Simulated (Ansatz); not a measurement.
Runs of Ansatz 0.2.0 on Rh. Symmetry: Fm-3m, No. 225, cubic system. The conventional cell has a = 3.796 Å, b = 3.796 Å, c = 3.796 Å, α = 90.00°, β = 90.00°, γ = 90.00°. Rh (site symmetry m-3m) is surrounded by 12 Rh at 2.68 Å. 

| task | level | cell | k mesh | cutoff (eV) | smearing | points for each segment of the path | mesh quality | gap on the mesh (eV) | pressure (GPa) |
| --- | --- | --- | --- | --- | --- | --- | --- | --- | --- |
| single point | r2SCANh | as given | 6 × 6 × 6 | 500 | fermi-dirac 0.05 eV | - | coarse | none | - |
| relaxation of cell and atoms | revPBE+D4 | relaxed | 12 × 12 × 12 | 420 | fermi-dirac 0.05 eV | - | not flagged | none | 0.0 |
| projected density of states | HSE06 | as given | 7 × 7 × 7 | 420 | fermi-dirac 0.05 eV | - | coarse | none | - |
| single point | PBE | as given | 12 × 12 × 12 | 420 | gaussian 0.018 eV | - | not flagged | none | (a) |
| band structure | r2SCAN | as given | 12 × 12 × 12 | 500 | fermi-dirac 0.05 eV | 14 | not flagged | none | 0.8 |

Alike in all rows: potentials or basis Ansatz PAW; no spin polarisation.

Fill in the values left out.

(a) 7.2.

Caveats: some runs use coarse meshes; the PAW data sets come from PBE, with cores solved anew for the run's functional, which leaves a small shift of forces and pressure (some runs); the potentials were made for another functional, which shifts forces and pressure (some runs); the plane-wave basis is chosen anew once the cell has moved, so the energies of steps on either side of that aren't comparable (some runs); pairwise dispersion overbinds metals, which lowers pressure and volume (some runs).

A k mesh can miss the band edges, and the runs leave out spin-orbit coupling on Rh.

A gap of «none» marks a metal or a gap under the smearing width.

Not every run made on this cell is shown here.
